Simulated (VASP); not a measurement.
Set up this calculation in VASP 6.6.1, as the native input.

```
Task                   : relaxation of the atoms
Functional             : PBE
Potentials or basis    : VASP PAW PBE potentials, release 64 (Si, C)
Cutoff                 : 600 eV
k mesh                 : 10 × 10 × 10
Occupations            : gaussian, width 0.03 eV
Spin                   : no spin polarisation
Further INCAR settings : ALGO = Normal; EDIFF = 1e-07; IBRION = 2; EDIFFG = -0.01; NSW = 40
```

The structure of SiC (Moissanite 3C) lies in POSCAR:

```
SiC                                     
1.0
    0.0000000000      2.1892433624      2.1892433624
    2.1892433624      0.0000000000      2.1892433624
    2.1892433624      2.1892433624      0.0000000000
  Si              C             
     1     1
Direct
     0.0000000000000000    0.0000000000000000    0.0000000000000000
     0.2500000000000000    0.2500000000000000    0.2500000000000000
```

These files were run (other wordings do the same):

INCAR

```
ALGO = Normal ; EDIFF = 1E-7
EDIFFG = -0.01 ; ENCUT = 600
GGA = PE ; IBRION = 2
ISIF = 2 ; ISMEAR = 0
LASPH = True ; LCHARG = False
LREAL = False ; LWAVE = False
NELM = 80 ; NSW = 40
PREC = Accurate ; SIGMA = 0.03
```

KPOINTS

```
k-points
0
Gamma
  10 10 10
```

Potentials or basis: VASP PAW PBE potentials, release 64 (Si, C).

Command:

```bash
$ cat potpaw_PBE.64/Si/POTCAR potpaw_PBE.64/C/POTCAR > POTCAR
$ mpirun -np 1 vasp_std > vasp.out
```

Results of the run:

```yaml
Pressure_after_relaxing: 0.0 GPa
Band_gap_on_the_k_mesh: 1.37 eV, indirect (least direct gap 4.53 eV)
```

Caveat: the relaxation stopped at its first step, so nothing moved.

Run time: 6.4 s on 1 thread of AMD EPYC 9R45 96-Core Processor (Zen 5), on a shared host, peak memory 0.12 GiB.
